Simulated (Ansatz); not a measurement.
## C under changes of volume

One of the cells (5.672 Å³/atom); the others are scaled copies at fixed shape and fractional positions:

```
C
1.0
     2.52210    0.00000    0.00000
    -1.26105    2.18420    0.00000
     0.00000    0.00000    8.23710
C
8
Direct
  0.66667 0.33333 0.84375
  0.33333 0.66667 0.34375
  0.66667 0.33333 0.65625
  0.33333 0.66667 0.15625
  0.00000 0.00000 0.90625
  0.00000 0.00000 0.40625
  0.00000 0.00000 0.59375
  0.00000 0.00000 0.09375
```

This is a hexagonal form of diamond, not graphite.

```yaml
Program: Ansatz 0.2.0
Functional: LDA
Potentials_or_basis: JTH PAW LDA
Cutoff: 780 eV
Density_cutoff: 3900 eV
k_mesh: 12 × 12 × 4
Occupations: fermi-dirac, width 0.05 eV
Spin: no spin polarisation
```

| volume (Å³/atom) | energy over the lowest point (meV/atom) | pressure (GPa) | gap on the mesh (eV) | largest force (eV/Å) |
| --- | --- | --- | --- | --- |
| 5.332 | ? | ? | ? | ? |
| 5.445 | 0.09 | 5.0 | 4.48 | 0.356 |
| 5.559 | 0.00 | -4.6 | 4.42 | 0.342 |
| 5.672 | 6.44 | -13.4 | 4.37 | 0.329 |
| 5.785 | 18.82 | -21.4 | 4.32 | 0.317 |
| 5.899 | 36.60 | -28.7 | 4.27 | 0.305 |
| 6.012 | 59.28 | -35.3 | 4.22 | 0.295 |

Task: What does the run at 5.332 Å³/atom give?

Result: Energy over the lowest point 7.38 meV/atom; pressure 15.7 GPa; gap on the mesh 4.53 eV; largest force 0.371 eV/Å.

Worked out: A Birch-Murnaghan fit of order 3 (a polynomial in V^(-2/3)) to the other rows has its minimum at 5.50 Å³/atom with B0 = V·E''(V) = 468 GPa and B' = 3.6 at fixed shape and positions, which overstates the stiffness. It gives 7.30 meV/atom at 5.332 Å³/atom, against the run's 7.38, and -dE/dV = 15.6 GPa, against 15.7. A straight line through the other rows of the gap, of slope -2.6 eV per unit of ln V, extrapolates to 4.53 eV, against the run's 4.53.

Energies are extrapolated to zero smearing.

A mesh can miss the band edges.
